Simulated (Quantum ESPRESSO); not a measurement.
AlN: equation of state with PBEsol

The system is AlN.

```
Al N
1.0
     3.11300    0.00000    0.00000
    -1.55650    2.69594    0.00000
     0.00000    0.00000    4.98100
Al N
2 2
Cartesian
  1.5565 0.8986 2.4905
  0.0000 1.7973 0.0000
  1.5565 0.8986 4.3833
  0.0000 1.7973 1.8928
```

```yaml
Program: Quantum ESPRESSO 7.5
Task: equation of state
Functional: PBEsol
Potentials_or_basis: PseudoDojo 0.4.1 SR PBEsol standard
Cutoff: 1143 eV
Density_cutoff: 4572 eV
k_mesh: 10 × 10 × 6
Occupations: fermi-dirac, width 0.05 eV
Spin: no spin polarisation
```

The equilibrium volume is 10.46 Å³/atom and the bulk modulus at fixed shape and positions is 202 GPa. The pressure derivative of the bulk modulus is 3.9.

Energy against volume, from the lowest point:
```csv
volume (Å³/atom),energy (meV/atom)
9.824,26.72
10.033,11.59
10.242,2.89
10.451,0.00
10.660,2.39
10.869,9.56
11.078,21.07
```

All runs of the series together: 5.1 min on 1 thread of Intel(R) Xeon(R) Platinum 8488C (Sapphire Rapids), with other jobs on the host.

Caveat: the cell was scaled at fixed shape and fractional positions, which overstates the stiffness of a crystal with free parameters, most of all of layers and chains.
